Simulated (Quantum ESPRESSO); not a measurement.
LiCl in Quantum ESPRESSO: convergence with k mesh

Crystal: LiCl.

```
Cl Li
1.0
     0.00000    2.56477    2.56477
     2.56477    0.00000    2.56477
     2.56477    2.56477    0.00000
Cl Li
1 1
Direct
  0.50049 0.47006 0.51511
  0.97506 0.01158 0.03533
```

The cell isn't the ideal one: atoms moved at random, drawn with an rms of 0.1 Å.

- Program: Quantum ESPRESSO 7.5
- Task: single point
- Functional: LDA
- Potentials or basis: PseudoDojo 0.4.1 SR LDA standard
- Cutoff: 1007 eV
- Density cutoff: 4027 eV
- k mesh: 1 × 1 × 1
- Occupations: fermi-dirac, width 0.1 eV
- Spin: no spin polarisation

These are the settings of the first run; the series varies k mesh, with any setting tied to it.

Hardware: 1 thread of Arm Neoverse V1 (shared host).

```
      k mesh  energy less the tightest run, at zero smearing (meV/atom)  pressure (GPa)  largest force (eV/Å)  gap on the mesh (eV)  SCF cycles  CPU time (s)  peak memory (GiB)
   1 × 1 × 1                                                    3636.11           44.17                 0.135                 5.153           9          0.85               0.05
   3 × 3 × 3                                                      29.38           -2.18                 0.104                 5.945           7           5.1               0.05
   4 × 4 × 4                                                       3.83           -2.82                 0.111                 5.967           7            12               0.05
   5 × 5 × 5                                                       0.57           -2.92                 0.113                 5.971           7            21               0.06
   7 × 7 × 7                                                       0.01           -2.94                 0.113                 5.971           7            57                0.1
   8 × 8 × 8                                                       0.00           -2.94                 0.113                 5.971           7            87               0.14
   9 × 9 × 9                                                       0.00           -2.94                 0.113                 5.971           7           120               0.18
11 × 11 × 11                                                       0.00           -2.94                 0.113                 5.971           7           220               0.29
13 × 13 × 13                                                       0.00           -2.94                 0.113                 5.970           7           360               0.45
```

Against the tightest run, the energy stays within 1 meV/atom from 5 × 5 × 5 on; the pressure stays within 0.1 GPa from 5 × 5 × 5 on; the largest force stays within 0.005 eV/Å from 4 × 4 × 4 on; the gap on the mesh stays within 0.01 eV from 4 × 4 × 4 on. Meshes of other sizes hit other points, so gaps and Fermi surfaces needn't settle smoothly. The tightest run that finished is the yardstick and may itself not be fully converged.

Caveat, for the tightest run too: an odd mesh through Γ misses points on the zone boundary, where band edges often lie.
